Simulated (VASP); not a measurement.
# Pd (P6_3/mmc) in VASP: a series of runs

One crystal, Pd, is run at these levels: PBE, PBE+D3(BJ), PBEsol; tasks: relaxation of cell and atoms.

Program: VASP 6.6.1. These are calculated values, not measurements. Logs are shortened: lines on timing, memory, paths and dates and some standing lists are left out, and cuts for length are marked.

## 1. The crystal as given

Symmetry: P6_3/mmc, No. 194, hexagonal system. The conventional cell has a = 2.750 Å, b = 2.750 Å, c = 4.490 Å, α = 90.00°, β = 90.00°, γ = 120.00°. Around Pd (site symmetry -6m2) lie 12 Pd at 2.75 Å.

This isn't the form of Pd at room conditions, which is fcc.

## 2. Relaxation of cell and atoms, PBE

INCAR reads:

```
SYSTEM = Pd
PREC = Accurate ; ENCUT = 600
EDIFF = 1E-7 ; ISMEAR = 0
SIGMA = 0.1 ; LREAL = .False.
LASPH = .True. ; NELM = 80
ALGO = Fast ; ISIF = 3
LWAVE = .False. ; LCHARG = .False.
GGA = PE ; IBRION = 2
NSW = 90 ; EDIFFG = -0.005
```

KPOINTS reads:

```
regular mesh
0
Gamma
  18 18 10
  0 0 0
```

POSCAR reads:

```
Pd
1.0
    2.7496501800      0.0000000000      0.0000000000
   -1.3748250900      2.3812669000      0.0000000000
    0.0000000000      0.0000000000      4.4901787400
Pd
2
Direct
    0.3333333300      0.6666666700      0.2500000000
    0.6666666700      0.3333333300      0.7500000000
```

Potentials or basis: VASP PAW PBE potentials, release 64 (Pd).

Command:

```sh
> cat potpaw_PBE.64/Pd/POTCAR > POTCAR
> mpirun -np 1 vasp_std > vasp.out
```

OUTCAR:

```text
SYSTEM = Pd
   PREC = Accurate
   ENCUT = 600
   EDIFF = 1E-7
   ISMEAR = 0
   LREAL = .False.
   LASPH = .True.
   NELM = 80
   ISIF = 3
   GGA = PE
   IBRION = 2
   NSW = 90
   EDIFFG = -0.005

 ion  position               nearest neighbor table
   1  0.333  0.667  0.250-   2 2.75   2 2.75   2 2.75   2 2.75   2 2.75   2 2.75
   2  0.667  0.333  0.750-   1 2.75   1 2.75   1 2.75   1 2.75   1 2.75   1 2.75

  LATTYP: Found a hexagonal cell.
 ALAT       =     2.7496501800
 C/A-ratio  =     1.6329999986

  Lattice vectors:

 A1 = (   2.7496501800,   0.0000000000,   0.0000000000)
 A2 = (  -1.3748250900,   2.3812669000,   0.0000000000)
 A3 = (   0.0000000000,   0.0000000000,   4.4901787400)

Analysis of symmetry for initial positions (statically):
=====================================================================
 Subroutine PRICEL returns:
 Original cell was already a primitive cell.

 Routine SETGRP: Setting up the symmetry group for a
 hexagonal supercell.

 Subroutine GETGRP returns: Found 24 space group operations
 (whereof 12 operations were pure point group operations)
 out of a pool of 24 trial point group operations.

The static configuration has the point symmetry D_3d.
 The point group associated with its full space group is D_6h.

Analysis of symmetry for dynamics (positions and initial velocities):
=====================================================================
 Subroutine PRICEL returns:
 Original cell was already a primitive cell.

 Routine SETGRP: Setting up the symmetry group for a
 hexagonal supercell.

 Subroutine GETGRP returns: Found 24 space group operations
 (whereof 12 operations were pure point group operations)
 out of a pool of 24 trial point group operations.

The dynamic configuration has the point symmetry D_3d.
 The point group associated with its full space group is D_6h.

 Subroutine INISYM returns: Found 24 space group operations
 (whereof 12 operations are pure point group operations),
 and found     1 'primitive' translations

----------------------------------------------------------------------------------------

                                     Primitive cell

  volume of cell :      29.4001
[... 116 lines left out ...]
   AEXX    =    0.0000 exact exchange contribution
   IVDW    =     0    specifies the selected vdW correction
   LEPSILON=     F    determine dielectric tensor
   LRPA    =     F    only Hartree local field effects (RPA)
 conjugate gradient relaxation of ions
 non-spin polarized calculation
 RMM-DIIS sequential band-by-band and
 Gauss-broadening in eV      SIGMA  =   0.10
  energy-cutoff  :      600.00
  volume of cell :       29.40
 maximum number of plane-waves:      1008
 NGX is ok and might be reduce to    24
   NGX = 11   NGY = 11   NGZ = 17

--------------------------------------- Ionic step        1  -------------------------------------------

 number of electron      19.9999997 magnetization

 Free energy of the ion-electron system (eV)
  ---------------------------------------------------
  ext. energy  EPLUGINS =         0.00000000
  ---------------------------------------------------
  free energy    TOTEN  =       -10.34298077 eV

  energy without entropy =      -10.31311750  energy(sigma->0) =      -10.32804913

------------------------ aborting loop because EDIFF is reached ----------------------------------------

  FORCE on cell =-STRESS in cart. coord.  units (eV):
  Direction    XX          YY          ZZ          XY          YZ          ZX
  --------------------------------------------------------------------------------------
  -------------------------------------------------------------------------------------
  Total        1.3088383      1.3088383      2.0144599     -0.0000000      0.0000000      0.0000000
  in kB       71.3259301     71.3259297    109.7791975     -0.0000000      0.0000000      0.0000000
  external PRESSURE =      84.1436858 kB  Pullay stress =       0.0000000 kB
[... 89 lines left out ...]
  FREE ENERGIE OF THE ION-ELECTRON SYSTEM (eV)
  ---------------------------------------------------
  free  energy   TOTEN  =       -10.3789896458 eV

  energy  without entropy=      -10.3479977645  energy(sigma->0) =      -10.36349371

[... ionic steps 4 to 7 ...]

--------------------------------------- Ionic step        8  -------------------------------------------

 number of electron      20.0000005 magnetization

------------------------ aborting loop because EDIFF is reached ----------------------------------------
[... 67 lines left out ...]
--------------------------------------- Ionic step       10  -------------------------------------------

 number of electron      20.0000005 magnetization

 Free energy of the ion-electron system (eV)
  ---------------------------------------------------
  ext. energy  EPLUGINS =         0.00000000
  ---------------------------------------------------
  free energy    TOTEN  =       -10.38236423 eV

  energy without entropy =      -10.35353803  energy(sigma->0) =      -10.36795113

 E-fermi :   9.1113     XC(G=0): -12.9279

 val. band max:        9.1112315234   @ k =   0.4444   0.0000   0.3000
 cond. band min:       9.1121079758   @ k =   0.3333   0.1667   0.5000
 fundamental gap:      0.0008764525
 Fermi energy:         9.1112554925

 k-point     1 :       0.0000    0.0000    0.0000
  band No.  band energies     occupation
      1       2.2805      2.00000
      2       4.1064      2.00000
      3       6.3122      2.00000
      4       6.5370      2.00000
      5       6.5370      2.00000
      6       6.8587      2.00000
      7       6.8587      2.00000
      8       7.5792      2.00000
      9       7.5792      2.00000
     10       8.8912      1.99814
     11       8.8912      1.99814
     12       9.9991      0.00000
     13      15.7259      0.00000
     14      26.2558      0.00000
[... 377 lines left out ...]
      1       4.4954      2.00000
      2       4.7997      2.00000
      3       4.8452      2.00000
      4       6.4824      2.00000
      5       6.7675      2.00000
      6       6.9735      2.00000
      7       7.0637      2.00000
      8       8.8247      1.99995
      9       9.0076      1.85721
     10       9.1074      1.04295
     11      11.4248      0.00000
     12      14.8513      0.00000
     13      18.4523      0.00000
     14      18.8196      0.00000

 [... further k-points ...]
[... 5 lines left out ...]
  --------------------------------------------------------------------------------------
  -------------------------------------------------------------------------------------
  Total        0.0012659      0.0012659      0.0075191      0.0000000     -0.0000000     -0.0000000
  in kB        0.0659975      0.0659975      0.3920004      0.0000000     -0.0000000     -0.0000000
  external PRESSURE =       0.1746652 kB  Pullay stress =       0.0000000 kB
[... 17 lines left out ...]
  FREE ENERGIE OF THE ION-ELECTRON SYSTEM (eV)
  ---------------------------------------------------
  free  energy   TOTEN  =       -10.3823642319 eV

  energy  without entropy=      -10.3535380336  energy(sigma->0) =      -10.36795113

 reached required accuracy - stopping structural energy minimisation
```

It took 4.2 min on 1 thread of Intel Xeon Platinum 8488C (Sapphire Rapids), shared host; peak memory 0.23 GiB.

Results:

- Free energy: -10.3824 eV
- Relaxed volume: 15.37 Å³/atom
- Relaxed cell: a = 2.766 Å, b = 2.766 Å, c = 4.639 Å, α = 90.00°, β = 90.00°, γ = 120.00°
- Space group after relaxing (to 0.05 Å): P6_3/mmc (No. 194)
- Energy gained by relaxing: 19.7 meV/atom
- Ionic steps: 10
- Pressure after relaxing: 0.0 GPa
- Band gap on the k mesh: none (metal or under the smearing width)

The path:
| step | energy change (eV) | largest force (eV/Å) | pressure (GPa) | volume (Å³) |
| --- | --- | --- | --- | --- |
| 1 | 0.0000 | 0.0000 | 8.41 | 29.40 |
| 2 | 0.0246 | 0.0000 | -9.06 | 32.81 |
| 3 | -0.0360 | 0.0000 | -0.31 | 30.80 |
| 4 | -0.0360 | 0.0000 | -0.20 | 30.78 |
| 5 | -0.0386 | 0.0000 | -0.06 | 30.74 |
| 6 | -0.0393 | 0.0000 | 0.07 | 30.72 |
| 7 | -0.0394 | 0.0000 | 0.13 | 30.71 |
| 8 | -0.0394 | 0.0000 | 0.11 | 30.71 |
| 9 | -0.0394 | 0.0000 | -0.14 | 30.76 |
| 10 | -0.0394 | 0.0000 | 0.02 | 30.73 |

Final structure:
```
Pd
1.0
     2.76587    0.00000    0.00000
    -1.38293    2.39531    0.00000
     0.00000    0.00000    4.63872
Pd
2
Direct
  0.33333 0.66667 0.25000
  0.66667 0.33333 0.75000
```

## 3. Relaxation of cell and atoms, PBE+D3(BJ)

INCAR: that of step 2 with these lines changed.

```diff
@@ -7,3 +7,4 @@
 LWAVE = .False. ; LCHARG = .False.
-GGA = PE ; IBRION = 2
-NSW = 90 ; EDIFFG = -0.005
+GGA = PE ; IVDW = 12
+IBRION = 2 ; NSW = 90
+EDIFFG = -0.005
```

KPOINTS is that of step 2.

POSCAR is that of step 2.

Potentials or basis: VASP PAW PBE potentials, release 64 (Pd).

Command:

```sh
> cat potpaw_PBE.64/Pd/POTCAR > POTCAR
> mpirun -np 1 vasp_std > vasp.out
```

OUTCAR:

```text
SYSTEM = Pd
   PREC = Accurate
   ENCUT = 600
   EDIFF = 1E-7
   ISMEAR = 0
   LREAL = .False.
   LASPH = .True.
   NELM = 80
   ISIF = 3
   GGA = PE
   IVDW = 12
   IBRION = 2
   NSW = 90
   EDIFFG = -0.005
 IVDW          = 12

 ion  position               nearest neighbor table
   1  0.333  0.667  0.250-   2 2.75   2 2.75   2 2.75   2 2.75   2 2.75   2 2.75
   2  0.667  0.333  0.750-   1 2.75   1 2.75   1 2.75   1 2.75   1 2.75   1 2.75

  LATTYP: Found a hexagonal cell.
 ALAT       =     2.7496501800
 C/A-ratio  =     1.6329999986

  Lattice vectors:

 A1 = (   2.7496501800,   0.0000000000,   0.0000000000)
 A2 = (  -1.3748250900,   2.3812669000,   0.0000000000)
 A3 = (   0.0000000000,   0.0000000000,   4.4901787400)

Analysis of symmetry for initial positions (statically):
=====================================================================
 Subroutine PRICEL returns:
 Original cell was already a primitive cell.

[... 465 lines left out ...]

 E-fermi :   9.7795     XC(G=0): -13.1791

 val. band max:        9.7786666789   @ k =   0.2778   0.0556   0.4000
 cond. band min:       9.7809193682   @ k =   0.4444   0.0000   0.3000
 fundamental gap:      0.0022526893
 Fermi energy:         9.7795191703

 k-point     1 :       0.0000    0.0000    0.0000
  band No.  band energies     occupation
      1       2.6393      2.00000
      2       4.4680      2.00000
      3       6.7948      2.00000
      4       7.0296      2.00000
      5       7.0296      2.00000
      6       7.3761      2.00000
      7       7.3761      2.00000
      8       8.1377      2.00000
      9       8.1377      2.00000
     10       9.5441      1.99913
     11       9.5441      1.99913
     12      10.5753      0.00000
     13      16.7086      0.00000
     14      26.9719      0.00000
[... 377 lines left out ...]
      1       4.8573      2.00000
      2       5.1711      2.00000
      3       5.2465      2.00000
      4       6.9640      2.00000
      5       7.2712      2.00000
      6       7.4814      2.00000
      7       7.5911      2.00000
      8       9.4736      1.99998
      9       9.6740      1.86445
     10       9.7763      1.03597
     11      12.1625      0.00000
     12      15.6970      0.00000
     13      19.3983      0.00000
     14      19.7430      0.00000

 [... further k-points ...]

------------------------ aborting loop because EDIFF is reached ----------------------------------------

 Edisp (eV)   -1.33541

 E8    (eV) :    -0.5902
[... 25 lines left out ...]
  FREE ENERGIE OF THE ION-ELECTRON SYSTEM (eV)
  ---------------------------------------------------
  free  energy   TOTEN  =       -11.6903706509 eV

  energy  without entropy=      -11.6630239634  energy(sigma->0) =      -11.67669731

 reached required accuracy - stopping structural energy minimisation
```

It took 3.4 min on 1 thread of Intel Xeon Platinum 8488C (Sapphire Rapids), shared host; peak memory 0.24 GiB.

Results:

- Free energy: -11.6904 eV
- Relaxed volume: 14.76 Å³/atom
- Relaxed cell: a = 2.730 Å, b = 2.730 Å, c = 4.574 Å, α = 90.00°, β = 90.00°, γ = 120.00°
- Space group after relaxing (to 0.05 Å): P6_3/mmc (No. 194)
- Energy gained by relaxing: 3.3 meV/atom
- Ionic steps: 8
- Pressure after relaxing: 0.0 GPa
- Band gap on the k mesh: none (metal or under the smearing width)
- Dispersion energy per atom: -0.668 eV

The path:
```csv
step,energy change (eV),largest force (eV/Å),pressure (GPa),volume (Å³)
1,0.0000,0.0000,0.80,29.40
2,-0.0051,0.0000,-1.29,29.71
3,-0.0051,0.0000,-1.36,29.72
4,-0.0056,0.0000,1.07,29.36
5,-0.0067,0.0000,-0.05,29.52
6,-0.0067,0.0000,-0.07,29.52
7,-0.0067,0.0000,0.02,29.51
8,-0.0067,0.0000,-0.01,29.51
```

Final structure:
```
CELL_PARAMETERS angstrom
2.72958 0.00000 0.00000
-1.36479 2.36388 0.00000
0.00000 0.00000 4.57414
ATOMIC_POSITIONS crystal
Pd 0.33333 0.66667 0.25000
Pd 0.66667 0.33333 0.75000
```

Levels at points of the mesh, in eV from the Fermi level:
```tsv
k point	band 7	band 8	band 9	band 10	band 11	band 12	band 13	band 14
(0.00, 0.00, 0.00)	-2.40	-1.64	-1.64	-0.24	-0.24	0.80	6.93	17.19
(0.50, 0.00, 0.00)	-1.76	0.02	0.04	0.22	2.63	4.61	9.70	9.96
(0.00, 0.00, 0.50)	-2.78	-2.78	-0.70	-0.70	-0.70	-0.70	13.97	13.97
(0.50, 0.00, 0.50)	-0.47	-0.47	0.15	0.15	2.67	2.67	8.32	8.32
```

Caveat: pairwise dispersion overbinds metals, which lowers pressure and volume.

## 4. Relaxation of cell and atoms, PBEsol

INCAR reads:

```
SYSTEM = Pd
PREC = Accurate ; ENCUT = 300
EDIFF = 1E-7 ; ISMEAR = 0
SIGMA = 0.1 ; LREAL = .False.
LASPH = .True. ; NELM = 80
ALGO = Fast ; ISIF = 3
LWAVE = .False. ; LCHARG = .False.
GGA = PS ; IBRION = 2
NSW = 90 ; EDIFFG = -0.005
```

KPOINTS is that of step 3.

POSCAR is that of step 3.

Command:

```sh
> cat potpaw_PBE.64/Pd/POTCAR > POTCAR
> mpirun -np 1 vasp_std > vasp.out
```

It took 83 s on 1 thread of Intel Xeon Platinum 8488C (Sapphire Rapids), shared host; peak memory 0.15 GiB.

The run converged. Its results:

```
Free energy                            : -11.8756 eV
Relaxed volume                         : 14.58 Å³/atom
Relaxed cell                           : a = 2.716 Å, b = 2.716 Å, c = 4.564 Å, α = 90.00°, β = 90.00°, γ = 120.00°
Space group after relaxing (to 0.05 Å) : P6_3/mmc (No. 194)
Energy gained by relaxing              : 4.2 meV/atom
Ionic steps                            : 7
Pressure after relaxing                : 0.0 GPa
Band gap on the k mesh                 : none (metal or under the smearing width)
```

The path:
| step | energy change (eV) | largest force (eV/Å) | pressure (GPa) | volume (Å³) |
| --- | --- | --- | --- | --- |
| 1 | 0.0000 | 0.0000 | -1.51 | 29.40 |
| 2 | -0.0046 | 0.0000 | 2.42 | 28.81 |
| 3 | -0.0052 | 0.0000 | 1.38 | 28.96 |
| 4 | -0.0083 | 0.0000 | 0.12 | 29.14 |
| 5 | -0.0084 | 0.0000 | 0.27 | 29.12 |
| 6 | -0.0084 | 0.0000 | -0.31 | 29.20 |
| 7 | -0.0084 | 0.0000 | 0.01 | 29.16 |

Final structure:
```
Pd
1.0
     2.71587    0.00000    0.00000
    -1.35793    2.35201    0.00000
     0.00000    0.00000    4.56427
Pd
2
Direct
  0.33333 0.66667 0.25000
  0.66667 0.33333 0.75000
```

Levels at points of the mesh, in eV from the Fermi level:
```tsv
k point	band 7	band 8	band 9	band 10	band 11	band 12	band 13	band 14
(0.00, 0.00, 0.00)	-2.47	-1.66	-1.66	-0.23	-0.23	0.63	6.91	17.15
(0.50, 0.00, 0.00)	-1.85	0.03	0.05	0.24	2.60	4.60	9.67	9.92
(0.00, 0.00, 0.50)	-2.85	-2.85	-0.71	-0.71	-0.71	-0.71	13.93	13.93
(0.50, 0.00, 0.50)	-0.50	-0.50	0.16	0.16	2.58	2.58	8.35	8.35
```

Caveat: the cutoff is under 1.25 times the usual one of these potentials, so pressure, stress and relaxed cells hold a basis-set (Pulay) error; the PAW data sets were made with another functional, which shifts forces and pressure a little.

## 5. Summary

```csv
level,cutoff (eV),gap on the mesh (eV),pressure (GPa),relaxed volume (Å³/atom)
PBE,600,none,0.0,15.37
PBE+D3(BJ),600,none,0.0,14.76
PBEsol,300,none,0.0,14.58
```

Alike in all rows: task relaxation of cell and atoms; potentials or basis VASP PAW PBE potentials, release 64 (Pd); no spin polarisation; cell relaxed; k mesh 18 × 18 × 10; smearing gaussian 0.1 eV.

Caveats: pairwise dispersion overbinds metals, which lowers pressure and volume (some runs); the cutoff is under 1.25 times the usual one of these potentials, so pressure, stress and relaxed cells hold a basis-set (Pulay) error (some runs); the PAW data sets were made with another functional, which shifts forces and pressure a little (some runs).

Total energies depend on the potentials used, so only differences within one code and one set of settings carry meaning.
